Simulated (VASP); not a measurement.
Here is a VASP 6.6.1 calculation.

File INCAR:

```
SYSTEM = GaS
PREC = Accurate
ENCUT = 300
EDIFF = 1E-6
ISMEAR = 0
SIGMA = 0.03
LREAL = .False.
LASPH = .True.
NELM = 80
ALGO = Normal
ISIF = 3
LWAVE = .False.
LCHARG = .False.
GGA = PE
IBRION = 2
NSW = 90
EDIFFG = -0.01
KPAR = 2
```

Contents of KPOINTS:

```
regular mesh
0
Gamma
  5 5 1
  0 0 0
```

POSCAR

```
GaS
1.0
    3.5850000000      0.0000000000      0.0000000000
   -1.7925000000      3.1047010726      0.0000000000
    0.0000000000      0.0000000000     15.5000000000
Ga S
4 4
Direct
    0.3333333333      0.6666666667      0.1700000000
    0.6666666667      0.3333333333      0.6700000000
    0.3333333333      0.6666666667      0.3300000000
    0.6666666667      0.3333333333      0.8300000000
    0.3333333333      0.6666666667      0.6000000000
    0.6666666667      0.3333333333      0.1000000000
    0.3333333333      0.6666666667      0.9000000000
    0.6666666667      0.3333333333      0.4000000000
```

Potentials or basis: VASP PAW PBE potentials, release 64 (Ga, S).

Command:

```sh
$ cat potpaw_PBE.64/Ga/POTCAR potpaw_PBE.64/S/POTCAR > POTCAR
$ mpirun -np 2 vasp_std > vasp.out
```

**Question.** Estimate the space group after relaxing (to 0.05 Å).

**Answer.** P6_3/mmc (No. 194).

**Question.** Predict the band gap on the k mesh.

**Answer.** 1.77 eV, direct.

The path:
| step | energy change (eV) | largest force (eV/Å) | pressure (GPa) | volume (Å³) |
| --- | --- | --- | --- | --- |
| 1 | 0.0000 | 0.3754 | 3.00 | 172.52 |
| 2 | -0.0295 | 0.5161 | -1.63 | 182.78 |
| 3 | -0.0635 | 0.2364 | 0.19 | 178.30 |
| 4 | -0.0727 | 0.1799 | 0.06 | 179.42 |
| 5 | -0.0803 | 0.2151 | -0.18 | 181.65 |
| 6 | -0.0880 | 0.1634 | -0.09 | 181.97 |
| 7 | -0.0998 | 0.0055 | 0.19 | 182.93 |
| 8 | -0.1085 | 0.0087 | 0.13 | 183.82 |
| 9 | -0.1227 | 0.0546 | -0.04 | 186.45 |
| 10 | -0.1237 | 0.0718 | -0.09 | 187.33 |
| 11 | -0.1261 | 0.0331 | 0.12 | 187.72 |
| 12 | -0.1267 | 0.0047 | 0.28 | 188.02 |
| 13 | -0.1281 | 0.0538 | -0.03 | 189.86 |
| 14 | -0.1281 | 0.0496 | -0.01 | 189.70 |
| 15 | -0.1284 | 0.0190 | -0.02 | 190.31 |
| 16 | -0.1284 | 0.0039 | -0.02 | 190.17 |

Caveat: the cutoff is under 1.25 times the usual one of these potentials, so pressure, stress and relaxed cells hold a basis-set (Pulay) error; an odd mesh through Γ misses points on the zone boundary, where band edges often lie; this functional lacks dispersion, which binds the layers, so the pressure and a relaxed spacing across them are unreliable; the volume moved by +10 % from the deposited cell, more than functionals usually miss.
